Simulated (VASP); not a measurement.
Input of a VASP 6.6.1 run:

File INCAR:

```
SYSTEM = InP
PREC = Accurate
ENCUT = 520
EDIFF = 1E-6
ISMEAR = 0
SIGMA = 0.03
LREAL = .FALSE.
LASPH = .TRUE.
NELM = 80
ALGO = Normal
ISIF = 2
LWAVE = .FALSE.
LCHARG = .FALSE.
LDIPOL = .TRUE.
IDIPOL = 3
DIPOL = 0.5 0.5 0.500
GGA = PS
IBRION = 2
NSW = 80
EDIFFG = -0.02
KPAR = 4
```

Contents of KPOINTS:

```
regular mesh
0
G
  7 5 1
  0 0 0
```

File POSCAR:

```
InP
1.0
    4.1568417600      0.0000000000      0.0000000000
    0.0000000000      5.8786620000      0.0000000000
    0.0000000000      0.0000000000     27.4705252900
In P
7 7
Direct
    0.5000000000      0.5000000000      0.2730199000
    0.0000000000      0.0000000000      0.3486799300
    0.5000000000      0.5000000000      0.4243399700
    0.0000000000      0.0000000000      0.5000000000
    0.5000000000      0.5000000000      0.5756600300
    0.0000000000      0.0000000000      0.6513200700
    0.5000000000      0.5000000000      0.7269801000
    0.0000000000      0.7500000000      0.2730199000
    0.5000000000      0.2500000000      0.3486799300
    0.0000000000      0.7500000000      0.4243399700
    0.5000000000      0.2500000000      0.5000000000
    0.0000000000      0.7500000000      0.5756600300
    0.5000000000      0.2500000000      0.6513200700
    0.0000000000      0.7500000000      0.7269801000
```

Potentials or basis: VASP PAW PBE potentials, release 64 (In_d, P).

Run with:

```bash
$ cat potpaw_PBE.64/In_d/POTCAR potpaw_PBE.64/P/POTCAR > POTCAR
$ mpirun -np 4 vasp_std > vasp.out
```

**Question.** What does it give for the band gap on the k mesh?

**Answer.** 1.00 eV, direct.

**Question.** Estimate the energy gained by relaxing.

**Answer.** 90.1 meV/atom.

Final structure:
```
In P
1.0
     4.15684    0.00000    0.00000
     0.00000    5.87866    0.00000
     0.00000    0.00000   27.47053
In P
7 7
Cartesian
  2.0784 3.2731 7.9464
  0.0000 5.7810 9.4813
  2.0784 2.8640 11.6818
  0.0000 5.7803 13.7353
  2.0784 2.8640 15.7887
  0.0000 5.7810 17.9892
  2.0784 3.2731 19.5241
  0.0000 4.5020 7.2628
  2.0784 1.3737 9.5969
  0.0000 4.3469 11.6258
  2.0784 1.3767 13.7353
  0.0000 4.3469 15.8448
  2.0784 1.3737 17.8737
  0.0000 4.5020 20.2077
```

Caveat: spin-orbit coupling is left out, which moves the levels of the heavy elements. Expect the measured gap to be larger: semilocal functionals such as PBEsol lack the derivative discontinuity.
